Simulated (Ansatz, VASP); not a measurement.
# Se in VASP and in Ansatz

Contents of INCAR:

```
PREC = Accurate
ENCUT = 520
EDIFF = 1E-7
ISMEAR = -1
SIGMA = 0.05
LREAL = False
LASPH = True
NELM = 100
ALGO = Normal
ISIF = 2
LWAVE = False
LCHARG = True
LELF = True
LVHAR = True
NBANDS = 16
```

Contents of KPOINTS:

```
regular mesh
0
Gamma
  3 3 2
```

POSCAR

```
Se
1.0
    3.9534579885      0.0000000000      0.0000000000
   -1.9767289943      3.4237950508      0.0000000000
    0.0000000000      0.0000000000      5.1205317866
Se
3
Direct
    0.2543546533      1.0000000000      0.3333333333
    1.0000000000      0.2543546533      0.6666666667
    0.7456453467      0.7456453467      1.0000000000
```

Input for Ansatz:

```yaml
crystal:
  lattice:
    - [3.9534579885, 0.0, 0.0]
    - [-1.9767289943, 3.4237950508, 0.0]
    - [0.0, 0.0, 5.1205317866]
  atoms:
    - { symbol: Se, position: [0.2543546533, 1.0, 0.3333333333] }
    - { symbol: Se, position: [1.0, 0.2543546533, 0.6666666667] }
    - { symbol: Se, position: [0.7456453467, 0.7456453467, 1.0] }
hamiltonian:
  xc: lda
  pseudopotentials:
    kind: paw
    azcp:
      Se: "pseudopotentials/Se.paw.azcp"
basis:
  ecutwfc: 420
  fft_grid_basis: typed
kpoints:
  mp_grid: { grid: [3, 3, 2], shift: [0, 0, 0] }
magnetization:
  spin_polarized: false
scf:
  occupations: { method: fermi_dirac, width: 0.05 }
  lower_state_search: "off"
output:
  stress: true
  write_density: true
  write_potential: true
  elf: true
  volumetric_format: npy
```

Alike in both runs: task single point; functional LDA; k mesh 3 × 3 × 2; occupations fermi-dirac, width 0.05 eV; no spin polarisation.

```csv
,VASP,Ansatz
version,VASP 6.6.1,Ansatz 0.2.0
potentials or method,"VASP PAW LDA potentials, release 64 (Se)","plane waves (420 eV) with PAW, scalar-relativistic"
plane-wave cutoff (eV),520,420
valence electrons in the cell,18,48
```

```tsv
	VASP	Ansatz	Ansatz less VASP
pressure (GPa)	0.6	0.4	-0.23
largest component of the traceless stress (GPa)	0.84	0.97	+0.128
```

The two sets of potentials don't hold the same shells in valence. Ansatz warned: «pseudo_functional_mismatch».

Caveats: the k mesh is coarse (spacing up to 0.61 Å⁻¹), so the values aren't converged.
